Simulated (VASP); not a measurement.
Wanted: the native input for a VASP 6.6.1 run.

- Task: single point
- Functional: PBEsol
- Potentials or basis: VASP PAW PBE potentials, release 64 (Hf_pv, O)
- Cutoff: 520 eV
- k mesh: 8 × 8 × 8
- Occupations: gaussian, width 0.05 eV
- Spin: no spin polarisation
- Dipole correction: no
- Further INCAR settings: ALGO = Normal; EDIFF = 1e-06; NBANDS = 18

The structure of HfO2 lies in POSCAR:

```
HfO2
1.0
    0.0000000000      2.5575000000      2.5575000000
    2.5575000000      0.0000000000      2.5575000000
    2.5575000000      2.5575000000      0.0000000000
Hf O
1 2
Direct
    0.0000000000      0.0000000000      0.0000000000
    0.2500000000      0.2500000000      0.2500000000
    0.7500000000      0.7500000000      0.7500000000
```

Measurements of this composition are mostly on another form, of space group No. 14.

One way to write it, as run:

INCAR

```
ALGO = Normal
EDIFF = 1E-6
ENCUT = 520
GGA = PS
ISIF = 2
ISMEAR = 0
LASPH = True
LCHARG = False
LREAL = False
LWAVE = False
NBANDS = 18
NELM = 100
PREC = Accurate
SIGMA = 0.05
```

KPOINTS

```
k-points
0
Gamma
  8 8 8
```

Potentials or basis: VASP PAW PBE potentials, release 64 (Hf_pv, O).

The run is started by

```bash
$ cat potpaw_PBE.64/Hf_pv/POTCAR potpaw_PBE.64/O/POTCAR > POTCAR
$ mpirun -np 1 vasp_std > vasp.out
```

Results of the run:

- Pressure: -13.5 GPa
- Band gap on the k mesh: 3.60 eV, direct

Caveat: the PAW data sets were made with another functional, which shifts forces and pressure a little; spin-orbit coupling is left out, which moves the levels of the heavy elements.

Run time: 31 s on 1 thread of AMD EPYC 7571, with other jobs on the host, peak memory 0.13 GiB.
